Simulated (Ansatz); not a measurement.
What does this script print? It uses the Ansatz DFT code, driven from Python.

Script `soc_pbse.py`:
```python
# -*- coding: utf-8 -*-
"""What spin-orbit coupling does to the bands of PbSe."""

import ansatz as az

xtal = (
    az.Lattice.from_parameters(4.309753, 12.267895, 4.450494, alpha=90, beta=90, gamma=90)
    .space_group(63, hermann_mauguin="Cmcm")
    .atom("Pb", (0.5, 0.868239, 0.75))
    .atom("Se", (0.5, 0.63871, 0.75))
    .primitive()
)

setup = (
    xtal.calculation()
    .functional("pbesol")
    .basis(550)
    .kpoints(6, 6, 4)
    .occupations(az.OccupationsMethod.FIXED)
    .band_table()
)
for label, variant in (("scalar-relativistic", setup), ("spin-orbit", setup.spin(soc=True))):
    rep = variant.run().report
    zero = rep["band_edges_ev"][0] if rep.get("band_edges_ev") else rep["fermi_energy_ev"]
    near = [round(e - zero, 3) for e in rep["eigenvalues_ev"][0] if abs(e - zero) < 3]
    print(label)
    print("  band edges (eV):", [round(e, 3) for e in rep.get("band_edges_ev") or []] or "none reported")
    print("  levels at k =", rep["kpoints_frac"][0], "within 3 eV of the zero:", near)
```

```console
$ python soc_pbse.py
scalar-relativistic
  band edges (eV): [7.927, 9.072]
  levels at k = [0.0, 0.0, 0.0] within 3 eV of the zero: [-2.787, -2.118, -1.51, -1.248, -0.348]
spin-orbit
  band edges (eV): [7.88, 8.599]
  levels at k = [0.0, 0.0, 0.0] within 3 eV of the zero: [-2.895, -2.895, -2.077, -2.077, -1.748, -1.748, -1.167, -1.167, -0.32, -0.32]
```

What to keep in mind:
- The computed bands are complete only to about 2.7 eV above the Fermi level.
- The structure comes from a database of computed cells and needn't be a stable or known phase.
- Levels are Kohn-Sham eigenvalues on this mesh.
- With spin-orbit coupling each level holds one electron and, with inversion or at time-reversal points, comes in pairs; a window in energy can cut a split set.
- Timing: 87 s on 1 thread of Arm Neoverse V2, with other jobs on the host, peak memory 1.1 GiB.
